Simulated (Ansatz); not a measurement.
# Te2Pt: the cost of one run

Program: Ansatz 0.2.0. Level of theory: DFT PBEsol, scalar-relativistic, plane waves, PAW. These are calculated values, not measurements.

The COD entry's cell or inner coordinates are ideal or old and differ from later refinements, so a difference from it is no clean test against experiment.

2 further runs of the same task are left out: 2 that didn't finish.

## Step 1: Starting point

It takes space group P-3m1 (No. 164, trigonal). The conventional cell has a = 4.010 Å, b = 4.010 Å, c = 5.201 Å, α = 90.00°, β = 90.00°, γ = 120.00°. Te (site symmetry 3m) is surrounded by 3 Pt at 2.66 Å. Pt (site symmetry -3m) is surrounded by 6 Te at 2.66 Å.

Structure file:

```
CELL_PARAMETERS angstrom
4.01000 0.00000 0.00000
-2.00500 3.47276 0.00000
0.00000 0.00000 5.20100
ATOMIC_POSITIONS crystal
Te 0.33333 0.66667 0.25000
Te 0.66667 0.33333 0.75000
Pt 0.00000 0.00000 0.00000
```

The structure comes from the Crystallography Open Database.

(A quick probe on a coarse mesh, which set the mesh and smearing, is not shown.)

## Step 3: Rough relaxation on the coarse mesh

Input file input.yaml:

```yaml
crystal:
  lattice:
    - [4.01, 0.0, 0.0]
    - [-2.005, 3.4727618692, 0.0]
    - [0.0, 0.0, 5.201]
  atoms:
    - { symbol: Te, position: [0.3333333333, 0.6666666667, 0.25] }
    - { symbol: Te, position: [0.6666666667, 0.3333333333, 0.75] }
    - { symbol: Pt, position: [0.0, 0.0, 0.0] }
basis:
  ecutwfc: 420
kpoints:
  mp_grid: { grid: [6, 6, 4] }
hamiltonian:
  xc: pbesol
scf:
  occupations: { method: gaussian, width: 0.1 }
output:
  forces: true
  stress: true
  eigenvalues: true
relax:
  adjacent_minimum: "off"
  f_tol: 0.05
  max_steps: 80
  cell: { stress_tol: 0.5 }
```

On the command line:

```bash
$ ansatz run input.yaml --threads 1 --pin off --max-ram 4096MiB --backend cpu --events-out ev --progress --plain --runs-dir out
```

**Question.** How long does this run take on 1 thread of Intel Xeon 6975P-C (Granite Rapids), shared host, and how much memory does it need?

About 8.2 s, with a peak of 0.44 GiB.
